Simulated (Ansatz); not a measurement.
# Nickel, dhcp under r²SCAN: ground state and equation of state, part 2 of 2

Aim: take nickel in the dhcp structure, relax it, solve it on a dense k-mesh, then scale the cell to 7 volumes from 88 to 112 % of the relaxed one and try a fit of the equation of state. Spin polarisation is left out, though the real metal is magnetic, so this state lies above the ground state. The k-meshes are 14×14×4 for the relaxation; 19×19×5 for the dense run; 17×17×5 for the volumes.

Ansatz 0.2.0; DFT, r2SCAN, plane waves (500 eV) with PAW, scalar-relativistic.

## Step 3: The energy on a finer k-mesh

input.yaml reads:

```yaml
crystal:
  lattice:
    - [2.4489071636, 0.0, 0.0]
    - [-1.2244535818, 2.1208158152, 0.0]
    - [0.0, 0.0, 8.0322887075]
  atoms:
    - { symbol: Ni, position: [1.0, 0.0, 0.0] }
    - { symbol: Ni, position: [1.0, 0.0, 0.5] }
    - { symbol: Ni, position: [0.3333333333, 0.6666666667, 0.25] }
    - { symbol: Ni, position: [0.6666666667, 0.3333333333, 0.75] }
hamiltonian:
  xc: r2scan
  pseudopotentials:
    kind: paw
    azcp:
      Ni: "pseudopotentials/Ni.paw.azcp"
basis:
  ecutwfc: 500
  fft_grid_basis: typed
kpoints:
  mp_grid: { grid: [19, 19, 5], shift: [0, 0, 0] }
magnetization:
  spin_polarized: false
scf:
  occupations: { method: fermi_dirac, width: 0.1 }
output:
  write_density: true
  write_potential: true
  elf: true
  volumetric_format: npy
```

Started as:

```console
ansatz run input.yaml --threads 1 --pin off --max-ram 3584MiB --backend cpu --events-out ev --progress --plain --runs-dir out
```

Output:

```text
Engine: ansatz 0.2.0, x86_64-unknown-linux-gnu
Pseudopotentials: kind: paw
Pseudopotential: Ni, paw, valence charge 18, recommended cutoff 500 eV (meta_gga), <dir>
Functional definition: r2SCAN
  parameter k0 = 0.174
  parameter k1 = 0.065
  parameter a1 = 4.9479
  exchange = r2scan_x(k0 = k0, k1 = k1, a1 = a1)
  correlation = r2scan_c
Crystal: 4 atoms, lattice volume = 41.717 Å³
Basis set: ecut = 500 eV, 1091 PW (Γ), exchange–correlation on 72×72×240 points (64 copies of the dense FFT grid, shifted against one another)
Bands: 44, of which v1, the nominal top of the filled ones, is band 36 counted from 1 (35 counted from 0)
Symmetry: 24 space group operations
Space group: P63/mmc (ITA 194), of the structure as read, at distance tolerance 3.5e-5 Å
k-points: 120 of 1805
Non-local potential: Ni, projectors of the file, l = 0: 3, l = 1: 2, l = 2: 3, l = 3: 1
PAW form: soft (Blöchl's): semilocal exchange-correlation on the pseudo side does not see the compensation charge
PAW frozen core: Ni, regenerated for the run's functional (the file was generated under x = pbe(κ = 0.804, μ = 0.2195149727645171), c = pbe(β = 0.06672455060314922))
PAW one-centre angular grid: Ni, 590 points (default); XC on 160 Gauss nodes
Initial density: superposition of atomic densities (neutral atoms: chi_scale 0, normalization atom), corrected by the library's trained network
Initial wavefunctions: pseudopotential atomic-orbital guess
Functional: x = r2scan, c = r2scan; τ floored in thin density (d = 2e-4 eV/Å³)
SCF iter   1: F=—  HF=-23380.586443 eV  |F-HF|=—  |Δ(HF+E_count)|=         —  Δρ=2.04e-2  dr2=9.58e-2  dr2_τ=1.29e-1  ethr=1.77e-3  ⟨swp⟩=5.8  Hψ=17438  notcnv=0  defer=41
preconditioner: auto → Kerker (q_TF=auto, 2.988 Å⁻¹)  [metal: Δε(μ)=0.002 eV  Ē_g=9.256 eV  σ=0.100 eV  W_gap=0.00  n_scr=12 (ndim 8)  ℏωp=36.4 eV  f_vac=0.000  D(μ)=10.99/eV (n_scr^D=226)]
SCF iter   2: F=—  HF=-23380.806531 eV  |F-HF|=—  |Δ(HF+E_count)|=   2.20e-1  Δρ=1.86e-2  dr2=1.16e-1  dr2_τ=2.19e-3  ethr=1.33e-4  ⟨swp⟩=2.1  Hψ=11375  notcnv=0  defer=151
SCF iter   3: F=—  HF=-23380.867130 eV  |F-HF|=—  |Δ(HF+E_count)|=   6.06e-2  Δρ=7.34e-2  dr2=1.95e0  dr2_τ=7.90e-3  ethr=1.33e-4  ⟨swp⟩=2.8  Hψ=8358  notcnv=0  defer=151  recentre
SCF iter   4: F=—  HF=-23380.804418 eV  |F-HF|=—  |Δ(HF+E_count)|=   6.27e-2  Δρ=9.39e-3  dr2=2.29e-2  dr2_τ=6.01e-4  ethr=1.33e-4  ⟨swp⟩=2.7  Hψ=8197  notcnv=0  defer=151
SCF iter   5: F=—  HF=-23380.802867 eV  |F-HF|=—  |Δ(HF+E_count)|=   1.55e-3  Δρ=3.89e-3  dr2=2.75e-3  dr2_τ=3.07e-4  ethr=3.17e-5  ⟨swp⟩=2.6  Hψ=8134  notcnv=0  defer=151
SCF iter   6: F=—  HF=-23380.800412 eV  |F-HF|=—  |Δ(HF+E_count)|=   2.45e-3  Δρ=4.94e-3  dr2=6.25e-3  dr2_τ=9.59e-5  ethr=3.82e-6  ⟨swp⟩=2.0  Hψ=9861  notcnv=0  defer=151
SCF iter   7: F=—  HF=-23380.799550 eV  |F-HF|=—  |Δ(HF+E_count)|=   8.62e-4  Δρ=1.92e-3  dr2=5.16e-4  dr2_τ=1.36e-5  ethr=3.82e-6  ⟨swp⟩=2.0  Hψ=7634  notcnv=0  defer=151
SCF iter   8: F=—  HF=-23380.800229 eV  |F-HF|=—  |Δ(HF+E_count)|=   6.79e-4  Δρ=2.29e-3  dr2=1.36e-3  dr2_τ=9.88e-6  ethr=7.17e-7  ⟨swp⟩=2.1  Hψ=9573  notcnv=0  defer=151
SCF iter   9: F=—  HF=-23380.800109 eV  |F-HF|=—  |Δ(HF+E_count)|=   1.20e-4  Δρ=1.34e-3  dr2=4.69e-4  dr2_τ=6.69e-6  ethr=7.17e-7  ⟨swp⟩=1.6  Hψ=5687  notcnv=0  defer=151
SCF iter  10: F=—  HF=-23380.800057 eV  |F-HF|=—  |Δ(HF+E_count)|=   5.17e-5  Δρ=3.54e-4  dr2=3.73e-5  dr2_τ=4.67e-7  ethr=6.51e-7  ⟨swp⟩=1.7  Hψ=6066  notcnv=0  defer=151
SCF iter  11: F=—  HF=-23380.800051 eV  |F-HF|=—  |Δ(HF+E_count)|=   6.63e-6  Δρ=2.29e-4  dr2=1.92e-5  dr2_τ=7.70e-8  ethr=5.18e-8  ⟨swp⟩=1.9  Hψ=7286  notcnv=0  defer=151
SCF iter  12: F=—  HF=-23380.800050 eV  |F-HF|=—  |Δ(HF+E_count)|=   4.81e-7  Δρ=6.23e-5  dr2=1.42e-6  dr2_τ=5.69e-9  ethr=2.67e-8  ⟨swp⟩=1.1  Hψ=5136  notcnv=0  defer=151
SCF iter  13: F=—  HF=-23380.800050 eV  |F-HF|=—  |Δ(HF+E_count)|=   1.86e-8  Δρ=3.65e-5  dr2=4.76e-7  dr2_τ=1.97e-9  ethr=1.97e-9  ⟨swp⟩=1.6  Hψ=5439  notcnv=0  defer=151
SCF iter  14: F=-23380.800050 eV  HF=-23380.800050 eV  |F-HF|=1.18e-8  |Δ(HF+E_count)|=   1.11e-8  Δρ=7.24e-6  dr2=1.29e-8  dr2_τ=8.45e-11  ethr=1.39e-10  ⟨swp⟩=6.5  Hψ=17928  notcnv=0
SCF 1 converged in 14 iterations: F = -23380.800050 eV  dr2 = 1.29e-8
SCF converged after 14 iterations
Free energy (F): -23380.800050 eV
Harris-Foulkes:  -23380.800050 eV  (|F-HF|=1.18e-8)
Internal energy: -23380.461278 eV  (E = F + TS)
E sigma→0 (E₀):  -23380.630664 eV
Entropy (-TS):   -0.338772 eV (-84.693 meV/atom)
Fermi energy:    18.754274 eV
--- Per-component energies (eV) ---
  E_band       = -1171.668136
  E_kinetic    = 1131.977510
  E_local      = -13504.014473  (includes V_loc(G=0)·N_el)
  E_nonlocal   = 2563.885402
  E_hartree    = 5658.193544
  E_xc         = -315.836519
  E_vxc        = -468.788809  (∫ρ·V_xc dr)
  E_paw        = -6578.473106  (= ΣΔE_a)
  E_vpaw       = -2245.823508  (= ΣTr[D̂ρ^β])
  E_aug_tail   = 0.000972  (compensation charges beyond the density's cutoff)
  E_vtau       = 34.696813  (kinetic-family band-sum trace: ∫τ·v_τ [+ j·A + Jᵃ·Aᵃ] dr)
  E_ewald      = -12334.994333
  E_core_change = -1.200274  (= ΣΔE_core)
  E_smearing   = -0.338772  (= −TS)
  E_closure    = -0.000000  (closes the sum)
  Σ components = -23380.800050   (vs F -23380.800050, Δ=0.00e0)
--- Band table (eV; the first three rows and the last of 120) ---
  k-point 0: bands = ["-87.9999", "-87.9859", "-87.9689", "-87.9549", "-47.0192", "-46.9037", "-46.8696", "-46.8040", "-46.8040", "-46.7888", "-46.7888", "-46.7815", "-46.7815", "-46.7662", "-46.7662", "-46.7525", "9.1469", "11.5425", "11.5430", "13.8799", "16.2760", "16.3061", "16.6444", "16.6444", "16.6886", "16.6886", "16.7051", "16.9179", "16.9179", "16.9906", "16.9906", "17.6447", "17.6447", "17.9825", "17.9825", "18.2444", "18.2444", "18.3520", "18.6428", "18.6428", "25.3022", "34.2496", "34.2572", "42.2691"]
  k-point 1: bands = ["-87.9989", "-87.9881", "-87.9667", "-87.9558", "-47.0129", "-46.9308", "-46.8423", "-46.8032", "-46.8032", "-46.7919", "-46.7919", "-46.7784", "-46.7784", "-46.7671", "-46.7671", "-46.7590", "9.2516", "10.7421", "12.3836", "13.8199", "16.3369", "16.3704", "16.6617", "16.6617", "16.6763", "16.7066", "16.7066", "16.8910", "16.8910", "16.9603", "16.9603", "17.6805", "17.6805", "17.9438", "17.9438", "17.9919", "18.2992", "18.2992", "18.6128", "18.6128", "25.9116", "31.7654", "36.8556", "42.3309"]
  k-point 2: bands = ["-87.9963", "-87.9923", "-87.9624", "-87.9585", "-46.9945", "-46.9660", "-46.8068", "-46.8006", "-46.8006", "-46.7966", "-46.7966", "-46.7778", "-46.7736", "-46.7736", "-46.7697", "-46.7697", "9.5623", "10.0670", "13.1176", "13.5968", "16.4807", "16.5958", "16.6423", "16.7066", "16.7066", "16.7375", "16.7375", "16.8507", "16.8507", "16.8915", "16.8915", "17.2560", "17.7651", "17.7651", "17.8614", "17.8614", "18.4135", "18.4135", "18.5296", "18.5296", "27.4349", "29.4577", "39.4914", "41.9190"]
  k-point 119: bands = ["-87.9538", "-87.9537", "-87.9366", "-87.9366", "-46.9750", "-46.9726", "-46.9643", "-46.9531", "-46.9319", "-46.9253", "-46.9168", "-46.9086", "-46.8397", "-46.8385", "-46.8196", "-46.8086", "15.0903", "15.0973", "15.2153", "15.2278", "15.3859", "15.4125", "15.4333", "15.4918", "16.2876", "16.2939", "16.3611", "16.3778", "17.3838", "17.4009", "17.8497", "17.8801", "18.4840", "18.5516", "18.6730", "18.6751", "23.3294", "23.6026", "24.9444", "24.9627", "25.3863", "25.7447", "27.9817", "28.3378"]
```

It took 53 s on 1 thread of Intel Xeon Platinum 8259CL at 2.50GHz (Skylake/Cascade Lake), shared host; peak memory 0.7 GiB.

Density in a lattice plane of the grid's cell (edges 2.45 and 8.03 Å, at 0.000 of the third edge), which holds Ni.

Values in e/Å³, 12 rows by 6 columns:
```
 2.94  1.33  0.38  0.27  0.38  1.33
 0.28  0.30  0.37  0.44  0.37  0.30
 0.30  0.38  0.92  1.72  0.93  0.38
 0.29  0.30  0.37  0.45  0.37  0.30
 2.64  1.23  0.38  0.27  0.38  1.23
55.53 14.33  1.04  0.35  1.04 14.33
 2.64  1.23  0.38  0.27  0.38  1.23
 0.29  0.30  0.37  0.45  0.37  0.30
 0.30  0.38  0.93  1.72  0.92  0.38
 0.28  0.30  0.37  0.44  0.37  0.30
 2.94  1.33  0.38  0.27  0.38  1.33
60.75 15.43  1.08  0.36  1.08 15.43
```
Columns run along the first of these edges and rows up along the second, over one cell in 6 and 12 even steps from the bottom left corner. Atoms in the plane (fractional): Ni at (0.00, 0.00), Ni at (0.00, 0.50).

ELF in the same plane.

Ten even steps from '0' (0.17) to '9' (0.73):
```
43101013
00011100
11100011
21000001
21001001
21000001
11100011
00011100
43101013
96200026
43101013
00011100
11100011
21000001
21001001
21000001
11100011
00011100
43101013
96200026
```
Columns run along the first of these edges and rows up along the second, over one cell in 8 and 20 even steps from the bottom left corner. Atoms in the plane (fractional): Ni at (0.00, 0.00), Ni at (0.00, 0.50).

Both are smooth fields of the valence electrons: close to the nuclei they are not physical.

## Step 4: Equation of state: 88 %

input.yaml reads:

```yaml
crystal:
  lattice:
    - [2.3467484823, 0.0, 0.0]
    - [-1.1733742412, 2.032343802, 0.0]
    - [0.0, 0.0, 7.6972135221]
  atoms:
    - { symbol: Ni, position: [1.0, 0.0, 0.0] }
    - { symbol: Ni, position: [1.0, 0.0, 0.5] }
    - { symbol: Ni, position: [0.3333333333, 0.6666666667, 0.25] }
    - { symbol: Ni, position: [0.6666666667, 0.3333333333, 0.75] }
hamiltonian:
  xc: r2scan
  pseudopotentials:
    kind: paw
    azcp:
      Ni: "pseudopotentials/Ni.paw.azcp"
basis:
  ecutwfc: 500
  fft_grid_basis: typed
kpoints:
  mp_grid: { grid: [17, 17, 5], shift: [0, 0, 0] }
magnetization:
  spin_polarized: false
scf:
  occupations: { method: fermi_dirac, width: 0.1 }
  lower_state_search: "off"
output:
  stress: true
```

Started as:

```console
ansatz run input.yaml --threads 1 --pin off --max-ram 3584MiB --backend cpu --events-out ev --progress --plain --runs-dir out
```

Output (excerpt; [...] marks lines left out):

```text
[...]
[... 3 set-up lines as earlier in the session ...]
[...]
Crystal: 4 atoms, lattice volume = 36.711 Å³
Basis set: ecut = 500 eV, 947 PW (Γ), exchange–correlation on 72×72×240 points (64 copies of the dense FFT grid, shifted against one another)
[...]
SCF converged after 13 iterations
Free energy (F): -23380.254430 eV
[...]
E sigma→0 (E₀):  -23380.103398 eV
Entropy (-TS):   -0.302064 eV (-75.516 meV/atom)
Fermi energy:    22.008694 eV
[...]
--- Stress (GPa, compression-positive) ---
       39.678263      -0.000000      -0.000000
       -0.000000      39.678263       0.000000
       -0.000000       0.000000      39.578258
  P = ⅓ Tr σ = 39.6449 GPa (396.449 kbar)
```

It took 40 s on 1 thread of Intel Xeon Platinum 8259CL at 2.50GHz (Skylake/Cascade Lake), shared host; peak memory 0.68 GiB.

## Step 5: Equation of state: 92 %

Changes to input.yaml since step 4:

```diff
@@ -2,5 +2,5 @@
   lattice:
-    - [2.3467484823, 0.0, 0.0]
-    - [-1.1733742412, 2.032343802, 0.0]
-    - [0.0, 0.0, 7.6972135221]
+    - [2.3817797437, 0.0, 0.0]
+    - [-1.1908898719, 2.0626817643, 0.0]
+    - [0.0, 0.0, 7.8121142458]
   atoms:
```

Started as:

```console
ansatz run input.yaml --threads 1 --pin off --max-ram 3584MiB --backend cpu --events-out ev --progress --plain --runs-dir out
```

Output (excerpt; [...] marks lines left out):

```text
[...]
[... 3 set-up lines as earlier in the session ...]
[...]
Crystal: 4 atoms, lattice volume = 38.380 Å³
Basis set: ecut = 500 eV, 1019 PW (Γ), exchange–correlation on 72×72×240 points (64 copies of the dense FFT grid, shifted against one another)
[...]
SCF converged after 15 iterations
Free energy (F): -23380.578448 eV
[...]
E sigma→0 (E₀):  -23380.421576 eV
Entropy (-TS):   -0.313744 eV (-78.436 meV/atom)
Fermi energy:    20.828352 eV
[...]
--- Stress (GPa, compression-positive) ---
       23.232348      -0.000000      -0.000000
       -0.000000      23.232348       0.000000
       -0.000000       0.000000      23.197169
  P = ⅓ Tr σ = 23.2206 GPa (232.206 kbar)
```

It took 35 s on 1 thread of Intel Xeon Platinum 8259CL at 2.50GHz (Skylake/Cascade Lake), shared host; peak memory 0.68 GiB.

## Step 6: Equation of state: 96 %

Changes to input.yaml since step 5:

```diff
@@ -2,5 +2,5 @@
   lattice:
-    - [2.3817797437, 0.0, 0.0]
-    - [-1.1908898719, 2.0626817643, 0.0]
-    - [0.0, 0.0, 7.8121142458]
+    - [2.4158097663, 0.0, 0.0]
+    - [-1.2079048831, 2.0921526283, 0.0]
+    - [0.0, 0.0, 7.9237309579]
   atoms:
```

Started as:

```console
ansatz run input.yaml --threads 1 --pin off --max-ram 3584MiB --backend cpu --events-out ev --progress --plain --runs-dir out
```

Output (excerpt; [...] marks lines left out):

```text
[...]
[... 3 set-up lines as earlier in the session ...]
[...]
Crystal: 4 atoms, lattice volume = 40.048 Å³
Basis set: ecut = 500 eV, 1031 PW (Γ), exchange–correlation on 72×72×240 points (64 copies of the dense FFT grid, shifted against one another)
[...]
SCF converged after 13 iterations
Free energy (F): -23380.750089 eV
[...]
E sigma→0 (E₀):  -23380.587589 eV
Entropy (-TS):   -0.324998 eV (-81.250 meV/atom)
Fermi energy:    19.747343 eV
[...]
--- Stress (GPa, compression-positive) ---
       10.241727       0.000000      -0.000000
        0.000000      10.241727       0.000000
       -0.000000       0.000000      10.256358
  P = ⅓ Tr σ = 10.2466 GPa (102.466 kbar)
```

Wall time 33 s (1 thread of Intel Xeon Platinum 8259CL at 2.50GHz (Skylake/Cascade Lake), shared host); peak memory 0.7 GiB.

## Step 7: Equation of state: 100 %

Changes to input.yaml since step 6:

```diff
@@ -2,5 +2,5 @@
   lattice:
-    - [2.4158097663, 0.0, 0.0]
-    - [-1.2079048831, 2.0921526283, 0.0]
-    - [0.0, 0.0, 7.9237309579]
+    - [2.4489071636, 0.0, 0.0]
+    - [-1.2244535818, 2.1208158152, 0.0]
+    - [0.0, 0.0, 8.0322887075]
   atoms:
```

Started as:

```console
ansatz run input.yaml --threads 1 --pin off --max-ram 3584MiB --backend cpu --events-out ev --progress --plain --runs-dir out
```

Output (excerpt; [...] marks lines left out):

```text
[...]
[... 3 set-up lines as earlier in the session ...]
[...]
Crystal: 4 atoms, lattice volume = 41.717 Å³
Basis set: ecut = 500 eV, 1091 PW (Γ), exchange–correlation on 72×72×240 points (64 copies of the dense FFT grid, shifted against one another)
[...]
SCF converged after 14 iterations
Free energy (F): -23380.801306 eV
[...]
E sigma→0 (E₀):  -23380.633373 eV
Entropy (-TS):   -0.335866 eV (-83.967 meV/atom)
Fermi energy:    18.754095 eV
[...]
--- Stress (GPa, compression-positive) ---
       -0.030377      -0.000000       0.000000
        0.000000      -0.030377       0.000000
        0.000000       0.000000       0.022615
  P = ⅓ Tr σ = -0.0127 GPa (-0.127 kbar)
```

Run time: 37 s. Hardware: 1 thread of Intel Xeon Platinum 8259CL at 2.50GHz (Skylake/Cascade Lake), shared host; peak memory 0.7 GiB.

## Step 8: Equation of state: 104 %

Changes to input.yaml since step 7:

```diff
@@ -2,5 +2,5 @@
   lattice:
-    - [2.4489071636, 0.0, 0.0]
-    - [-1.2244535818, 2.1208158152, 0.0]
-    - [0.0, 0.0, 8.0322887075]
+    - [2.4811333219, 0.0, 0.0]
+    - [-1.2405666609, 2.1487244869, 0.0]
+    - [0.0, 0.0, 8.1379888382]
   atoms:
```

Started as:

```console
ansatz run input.yaml --threads 1 --pin off --max-ram 3584MiB --backend cpu --events-out ev --progress --plain --runs-dir out
```

Output (excerpt; [...] marks lines left out):

```text
[...]
[... 3 set-up lines as earlier in the session ...]
[...]
Crystal: 4 atoms, lattice volume = 43.386 Å³
Basis set: ecut = 500 eV, 1091 PW (Γ), exchange–correlation on 80×80×240 points (64 copies of the dense FFT grid, shifted against one another)
[...]
SCF converged after 12 iterations
Free energy (F): -23380.757312 eV
[...]
E sigma→0 (E₀):  -23380.584117 eV
Entropy (-TS):   -0.346390 eV (-86.598 meV/atom)
Fermi energy:    17.838458 eV
[...]
--- Stress (GPa, compression-positive) ---
       -8.146250       0.000000       0.000000
       -0.000000      -8.146250       0.000000
        0.000000       0.000000      -8.065908
  P = ⅓ Tr σ = -8.1195 GPa (-81.195 kbar)
```

Run time: 34 s. Hardware: 1 thread of Intel Xeon Platinum 8259CL at 2.50GHz (Skylake/Cascade Lake), shared host; peak memory 0.72 GiB.

## Step 9: Equation of state: 108 %

Changes to input.yaml since step 8:

```diff
@@ -2,5 +2,5 @@
   lattice:
-    - [2.4811333219, 0.0, 0.0]
-    - [-1.2405666609, 2.1487244869, 0.0]
-    - [0.0, 0.0, 8.1379888382]
+    - [2.5125434072, 0.0, 0.0]
+    - [-1.2562717036, 2.1759264188, 0.0]
+    - [0.0, 0.0, 8.2410122919]
   atoms:
```

Started as:

```console
ansatz run input.yaml --threads 1 --pin off --max-ram 3584MiB --backend cpu --events-out ev --progress --plain --runs-dir out
```

Output (excerpt; [...] marks lines left out):

```text
[...]
[... 3 set-up lines as earlier in the session ...]
[...]
Crystal: 4 atoms, lattice volume = 45.055 Å³
Basis set: ecut = 500 eV, 1153 PW (Γ), exchange–correlation on 80×80×256 points (64 copies of the dense FFT grid, shifted against one another)
[...]
SCF converged after 11 iterations
Free energy (F): -23380.638115 eV
[...]
E sigma→0 (E₀):  -23380.459813 eV
Entropy (-TS):   -0.356605 eV (-89.151 meV/atom)
Fermi energy:    16.991955 eV
[...]
--- Stress (GPa, compression-positive) ---
      -14.546522       0.000000       0.000000
        0.000000     -14.546522       0.000000
        0.000000       0.000000     -14.447809
  P = ⅓ Tr σ = -14.5136 GPa (-145.136 kbar)
```

Run time: 28 s. Hardware: 1 thread of Intel Xeon Platinum 8259CL at 2.50GHz (Skylake/Cascade Lake), shared host; peak memory 0.73 GiB.

## Step 10: Equation of state: 112 %

Changes to input.yaml since step 9:

```diff
@@ -2,5 +2,5 @@
   lattice:
-    - [2.5125434072, 0.0, 0.0]
-    - [-1.2562717036, 2.1759264188, 0.0]
-    - [0.0, 0.0, 8.2410122919]
+    - [2.5431872006, 0.0, 0.0]
+    - [-1.2715936003, 2.2024647223, 0.0]
+    - [0.0, 0.0, 8.3415223476]
   atoms:
```

Started as:

```console
ansatz run input.yaml --threads 1 --pin off --max-ram 3584MiB --backend cpu --events-out ev --progress --plain --runs-dir out
```

Output (excerpt; [...] marks lines left out):

```text
[...]
[... 3 set-up lines as earlier in the session ...]
[...]
Crystal: 4 atoms, lattice volume = 46.723 Å³
Basis set: ecut = 500 eV, 1195 PW (Γ), exchange–correlation on 80×80×256 points (64 copies of the dense FFT grid, shifted against one another)
[...]
SCF converged after 11 iterations
Free energy (F): -23380.459744 eV
[...]
E sigma→0 (E₀):  -23380.276477 eV
Entropy (-TS):   -0.366536 eV (-91.634 meV/atom)
Fermi energy:    16.207265 eV
[...]
--- Stress (GPa, compression-positive) ---
      -19.573546       0.000000       0.000000
        0.000000     -19.573546       0.000000
        0.000000       0.000000     -19.465809
  P = ⅓ Tr σ = -19.5376 GPa (-195.376 kbar)
```

Run time: 53 s. Hardware: 1 thread of Intel Xeon Platinum 8259CL at 2.50GHz (Skylake/Cascade Lake), shared host; peak memory 0.74 GiB.

## Step 11: The equation of state

All volumes keep the relaxed shape and fractional coordinates.

```csv
V (Å³/atom),E − E₀ (meV/atom),P from the stress (GPa),P from the fit (GPa)
9.178,132.5,39.64,39.12
9.595,53.0,23.22,22.66
10.012,11.5,10.25,9.71
10.429,0.0,-0.01,-0.52
10.846,12.3,-8.12,-8.61
11.264,43.4,-14.51,-15.00
11.681,89.2,-19.54,-20.04
```

Fit (Birch-Murnaghan, third order): V₀ = 10.405 Å³/atom, B₀ = 229 GPa, B₀′ = 4.9, largest residual 0.02 meV/atom.

The fit is made to E(σ → 0), while the stress belongs to the free energy F; that is one source of the offset between the two pressures.

## Step 12: Results

What follows sums up all 2 parts.

| quantity | value |
| --- | --- |
| space group (spins left aside) | P6_3/mmc (No. 194) |
| conventional cell | a = 2.449 Å, c = 8.032 Å (c/a = 3.280) |
| volume | 10.429 Å³/atom |
| shortest distance | 2.449 Å |
| gap on the mesh | none (levels filled in part) |
| relative to fcc, ferromagnetic | +133 meV/atom |
| V₀, B₀, B₀′ | 10.405 Å³/atom, 229 GPa, 4.9 |

What this shows: From the guessed start the volume shrank by 4.7 % in 7 steps. It lies 133 meV/atom above the element's reference form at the same level (fcc, ferromagnetic, from a run of its own); part of this is magnetic energy, as this run has no moments. No gap shows: it is a metal or semimetal at this level. B₀ comes out at 229 GPa; letting shape and positions relax at each volume could only lower it. Relaxation kept the symmetry; phonons were not checked.
